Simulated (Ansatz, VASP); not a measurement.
# One calculation of Ta, two programs

Contents of INCAR:

```
SYSTEM = Ta
ALGO = Normal ; EDIFF = 1E-7
ENCUT = 520 ; GGA = PE
ISIF = 2 ; ISMEAR = -1
LASPH = .TRUE. ; LCHARG = .TRUE.
LELF = .TRUE. ; LREAL = .FALSE.
LVHAR = .TRUE. ; LWAVE = .FALSE.
NBANDS = 12 ; NELM = 80
PREC = Accurate ; SIGMA = 0.1
```

Contents of KPOINTS:

```
k-points
0
G
  13 13 13
  0 0 0
```

POSCAR

```
Ta
1.0
    2.7422183679      0.0000000000      0.0000000000
    0.0000000000      2.7422183679      0.0000000000
    0.0000000000      0.0000000000      2.7422183679
Ta
1
Direct
    0.0000000000      0.0000000000      0.0000000000
```

Input for Ansatz:

```yaml
crystal:
  lattice:
    - [2.7422183679, 0.0, 0.0]
    - [0.0, 2.7422183679, 0.0]
    - [0.0, 0.0, 2.7422183679]
  atoms:
    - { symbol: Ta, position: [0.0, 0.0, 0.0] }
hamiltonian:
  xc: pbe
  pseudopotentials:
    kind: paw
    azcp:
      Ta: "pseudopotentials/Ta.paw.azcp"
basis:
  ecutwfc: 420
  fft_grid_basis: typed
kpoints:
  mp_grid: { grid: [13, 13, 13], shift: [0, 0, 0] }
magnetization:
  spin_polarized: false
scf:
  occupations: { method: fermi_dirac, width: 0.1 }
  lower_state_search: "off"
output:
  stress: true
  write_density: true
  write_potential: true
  elf: true
  volumetric_format: npy
```

Alike in both runs: task single point; functional PBE; k mesh 13 × 13 × 13; occupations fermi-dirac, width 0.1 eV; no spin polarisation.

```csv
,VASP,Ansatz
version,VASP 6.6.1,Ansatz 0.2.0
potentials or method,"VASP PAW PBE potentials, release 64 (Ta_pv)","plane waves (420 eV) with PAW, scalar-relativistic"
plane-wave cutoff (eV),520,420
valence electrons in the cell,11,13
```

```csv
,VASP,Ansatz,Ansatz less VASP
pressure (GPa),0.1,0.0,-0.10
```

The functional is the same, so the differences come from potentials, cutoffs and numerics. The two sets of potentials don't hold the same shells in valence.

Spin-orbit coupling is left out, which matters for the levels of Ta.
